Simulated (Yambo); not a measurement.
A run of Yambo 5.3.0:

optics1.in

```
optics
chi
Chimod= "HARTREE"
% BndsRnXd
 1 | 23 |
%
NGsBlkXd= 2 Ry
% LongDrXd
 1 | 1 | 0 |
%
% QpntsRXd
 1 | 1 |
%
% EnRngeXd
 0 | 10 | eV
%
% DmRngeXd
 0.05 | 0.05 | eV
%
ETStpsXd= 300
```

scf.in

```
&CONTROL
  calculation = 'scf'
  prefix = 'pwscf'
  outdir = './tmp'
  pseudo_dir = './pseudo'
/
&SYSTEM
  ibrav = 0
  A = 3.076
  nat = 4
  ntyp = 2
  ecutwfc = 82
  nbnd = 14
  occupations = 'smearing'
  smearing = 'fd'
  degauss = 0.00367493
  force_symmorphic = .true.
/
&ELECTRONS
  conv_thr = 8d-10
  electron_maxstep = 120
  mixing_beta = 0.5
/
ATOMIC_SPECIES
Si    28.0850 Si.upf
C     12.0110 C.upf
CELL_PARAMETERS alat
   1.0000000000    0.0000000000    0.0000000000
  -0.5000000000    0.8660254038    0.0000000000
   0.0000000000    0.0000000000    1.6410923277
ATOMIC_POSITIONS alat
Si     0.5000000000    0.2886751346    0.8205461638
Si    -0.0000000001    0.5773502692    0.0000000000
C      0.5000000000    0.2886751346    1.4523667100
C     -0.0000000001    0.5773502692    0.6318205462
K_POINTS automatic
18 18 10 0 0 0
```

Contents of nscf.in:

```
&CONTROL
  calculation = 'nscf'
  prefix = 'pwscf'
  outdir = './tmp'
  pseudo_dir = './pseudo'
/
&SYSTEM
  ibrav = 0
  A = 3.076
  nat = 4
  ntyp = 2
  ecutwfc = 82
  nbnd = 33
  occupations = 'fixed'
  force_symmorphic = .true.
/
&ELECTRONS
  conv_thr = 1d-08
  diago_full_acc = .true.
  diago_thr_init = 1d-06
/
ATOMIC_SPECIES
Si    28.0850 Si.upf
C     12.0110 C.upf
CELL_PARAMETERS alat
   1.0000000000    0.0000000000    0.0000000000
  -0.5000000000    0.8660254038    0.0000000000
   0.0000000000    0.0000000000    1.6410923277
ATOMIC_POSITIONS alat
Si     0.5000000000    0.2886751346    0.8205461638
Si    -0.0000000001    0.5773502692    0.0000000000
C      0.5000000000    0.2886751346    1.4523667100
C     -0.0000000001    0.5773502692    0.6318205462
K_POINTS automatic
18 18 10 0 0 0
```

Potentials or basis: PseudoDojo 0.4.1 SR PBE standard.

Launch:

```sh
$ OMP_NUM_THREADS=1 pw.x -in scf.in > scf.out
$ OMP_NUM_THREADS=1 pw.x -in nscf.in > nscf.out
$ cd tmp/pwscf.save; p2y; mv SAVE ../..; cd ../..
$ OMP_NUM_THREADS=1 yambo
$ OMP_NUM_THREADS=1 yambo -F optics1.in -J optics1 -C optics1_out
```

Hardware: 1 thread of Arm Neoverse V1 (shared host).

Task: Estimate the wall time of this run.

Result: Wall time 10 min on 1 thread of Arm Neoverse V1 (shared host).
